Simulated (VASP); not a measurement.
Wanted: the native input for a VASP 6.6.1 run.

```
Task                   : band structure
Functional             : revPBE
Potentials or basis    : VASP PAW PBE potentials, release 64 (Te, Mo_sv)
Cutoff                 : 520 eV
k mesh                 : 9 × 9 × 2
Occupations            : fermi-dirac, width 0.05 eV
Spin                   : no spin polarisation
Further INCAR settings : ALGO = Normal; EDIFF = 1e-07; NBANDS = 35
```

Te2Mo:

```
Te Mo
1.0
     3.51820    0.00000    0.00000
    -1.75910    3.04685    0.00000
     0.00000    0.00000   13.97360
Te Mo
4 2
Direct
  0.66667 0.33333 0.37900
  0.33333 0.66667 0.87900
  0.66667 0.33333 0.12100
  0.33333 0.66667 0.62100
  0.66667 0.33333 0.75000
  0.33333 0.66667 0.25000
```

The input as run:

POSCAR

```
Te2Mo
1.0
    3.5182000000      0.0000000000      0.0000000000
   -1.7591000000      3.0468505756      0.0000000000
    0.0000000000      0.0000000000     13.9736000000
Te Mo
4 2
Direct
    0.6666666667      0.3333333333      0.3790000000
    0.3333333333      0.6666666667      0.8790000000
    0.6666666667      0.3333333333      0.1210000000
    0.3333333333      0.6666666667      0.6210000000
    0.6666666667      0.3333333333      0.7500000000
    0.3333333333      0.6666666667      0.2500000000
```

INCAR.step1

```
SYSTEM = Te2Mo
  ALGO = Normal
  EDIFF = 1E-7
  ENCUT = 520
  GGA = RE
  ISIF = 2
  ISMEAR = -1
  LASPH = .True.
  LCHARG = .True.
  LMAXMIX = 4
  LREAL = .False.
  LWAVE = .False.
  NBANDS = 35
  NELM = 60
  PREC = Accurate
  SIGMA = 0.05
```

KPOINTS.step1

```
k-points
0
Gamma
  9 9 2
  0 0 0
```

INCAR.step2

```
SYSTEM = Te2Mo
  ALGO = Normal
  EDIFF = 1E-7
  ENCUT = 520
  GGA = RE
  ICHARG = 11
  ISIF = 2
  ISMEAR = 0
  LASPH = .True.
  LCHARG = .False.
  LMAXMIX = 4
  LREAL = .False.
  LWAVE = .False.
  NBANDS = 35
  NELM = 60
  PREC = Accurate
  SIGMA = 0.05
```

KPOINTS.step2

```
path GMKGALHA,LM,KH
20
line-mode
reciprocal
 0.0000000000  0.0000000000  0.0000000000  G
 0.5000000000  0.0000000000  0.0000000000  M

 0.5000000000  0.0000000000  0.0000000000  M
 0.3333333333  0.3333333333  0.0000000000  K

 0.3333333333  0.3333333333  0.0000000000  K
 0.0000000000  0.0000000000  0.0000000000  G

 0.0000000000  0.0000000000  0.0000000000  G
 0.0000000000  0.0000000000  0.5000000000  A

 0.0000000000  0.0000000000  0.5000000000  A
 0.5000000000  0.0000000000  0.5000000000  L

 0.5000000000  0.0000000000  0.5000000000  L
 0.3333333333  0.3333333333  0.5000000000  H

 0.3333333333  0.3333333333  0.5000000000  H
 0.0000000000  0.0000000000  0.5000000000  A

 0.5000000000  0.0000000000  0.5000000000  L
 0.5000000000  0.0000000000  0.0000000000  M

 0.3333333333  0.3333333333  0.0000000000  K
 0.3333333333  0.3333333333  0.5000000000  H
```

Potentials or basis: VASP PAW PBE potentials, release 64 (Te, Mo_sv).

Launch:

```bash
$ cat potpaw_PBE.64/Te/POTCAR potpaw_PBE.64/Mo_sv/POTCAR > POTCAR
$ cp INCAR.step1 INCAR
$ cp KPOINTS.step1 KPOINTS
$ mpirun -np 1 vasp_std > vasp.out
$ cp INCAR.step2 INCAR
$ cp KPOINTS.step2 KPOINTS
$ mpirun -np 1 vasp_std > vasp.out
```

Results of the run:

| Quantity | Value |
| --- | --- |
| Band gap on the k mesh | 0.79 eV, indirect (least direct gap 1.04 eV) |
| Band gap along the path | 0.72 eV, indirect (least direct gap 1.04 eV) |

Caveat: the log is that of the step along the path at fixed density, whose energy, stress, charges and moments have no meaning; spin-orbit coupling is left out, which moves the levels of the heavy elements.

Wall time 7.2 min on 1 thread of AMD EPYC 9R45 96-Core Processor (Zen 5), with other jobs on the host, peak memory 0.79 GiB.
